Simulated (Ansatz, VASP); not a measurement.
# Two plane-wave programs on Pb

```
Pb
1.0
     0.00000    3.41592    3.41592
     3.41592    0.00000    3.41592
     3.41592    3.41592    0.00000
Pb
2
Direct
  0.25000 0.25000 0.25000
  0.00000 0.00000 0.00000
```

Change from the starting cell: volume scaled by 0.98.

Alike in both runs: task single point; functional PBEsol; k mesh 7 × 7 × 7; occupations fermi-dirac, width 0.05 eV; no spin polarisation.

|  | VASP | Ansatz |
| --- | --- | --- |
| version | VASP 6.6.1 | Ansatz 0.2.0 |
| potentials or method | VASP PAW PBE potentials, release 64 (Pb_d) | Ansatz PAW |
| plane-wave cutoff (eV) | 520 | 420 |
| valence electrons in the cell | 28 | 28 |

|  | VASP | Ansatz | Ansatz less VASP |
| --- | --- | --- | --- |
| gap on the k mesh at the Fermi level (eV) | none | none | - |
| pressure (GPa) | 1.1 | 1.1 | +0.07 |

A gap of «none» marks a metal or a gap that the smearing closes. With one functional, cell and mesh, what is left measures potentials, basis and numerics.

Caveats: the PAW data sets were made with another functional, which shifts forces and pressure a little (VASP); the PAW data sets come from PBE, with cores solved anew for the run's functional, which leaves a small shift of forces and pressure (Ansatz). Spin-orbit coupling is left out, which matters for the levels of Pb.
